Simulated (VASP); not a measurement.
Set up this calculation in VASP 6.6.1, as the native input.

```
Task                   : relaxation of cell and atoms
Functional             : PBEsol
Dispersion             : D3(BJ)
Potentials or basis    : VASP PAW PBE potentials, release 64 (Al)
Cutoff                 : 600 eV
k mesh                 : 11 × 11 × 11
Occupations            : fermi-dirac, width 0.05 eV
Spin                   : no spin polarisation
Further INCAR settings : ALGO = Normal; EDIFF = 1e-06; IBRION = 2; EDIFFG = -0.01; NSW = 60; ISIF = 3
```

The structure of Al lies in POSCAR:

```
Al
1.0
    0.0000000000      2.0248050000      2.0248050000
    2.0248050000      0.0000000000      2.0248050000
    2.0248050000      2.0248050000      0.0000000000
Al
1
Direct
    0.0000000000      0.0000000000      0.0000000000
```

These files were run (other wordings do the same):

INCAR

```
  PREC = Accurate
  ENCUT = 600
  EDIFF = 1E-6
  ISMEAR = -1
  SIGMA = 0.05
  LREAL = False
  LASPH = True
  NELM = 80
  ALGO = Normal
  ISIF = 3
  LWAVE = False
  LCHARG = False
  GGA = PS
  IVDW = 12
  IBRION = 2
  NSW = 60
  EDIFFG = -0.01
```

KPOINTS

```
regular mesh
0
Gamma
  11 11 11
```

Potentials or basis: VASP PAW PBE potentials, release 64 (Al).

Launch:

```sh
$ cat potpaw_PBE.64/Al/POTCAR > POTCAR
$ mpirun -np 1 vasp_std > vasp.out
```

It gave:

The relaxed volume is 15.60 Å³/atom, the relaxed cell is a = 2.805 Å, b = 2.805 Å, c = 2.805 Å, α = 60.00°, β = 60.00°, γ = 60.00° and the space group after relaxing (to 0.05 Å) is Fm-3m (No. 225). The energy gained by relaxing is 16.5 meV/atom and the ionic steps are 3. The pressure after relaxing is 0.0 GPa. The band gap on the k mesh is none (metal or under the smearing width). The dispersion energy per atom is -0.336 eV.

Caveat: the PAW data sets were made with another functional, which shifts forces and pressure a little; pairwise dispersion overbinds metals, which lowers pressure and volume.

Run time: 11 s on 1 thread of AMD EPYC 7R43 64-Core Processor (Zen 3), on a shared host, peak memory 0.11 GiB.
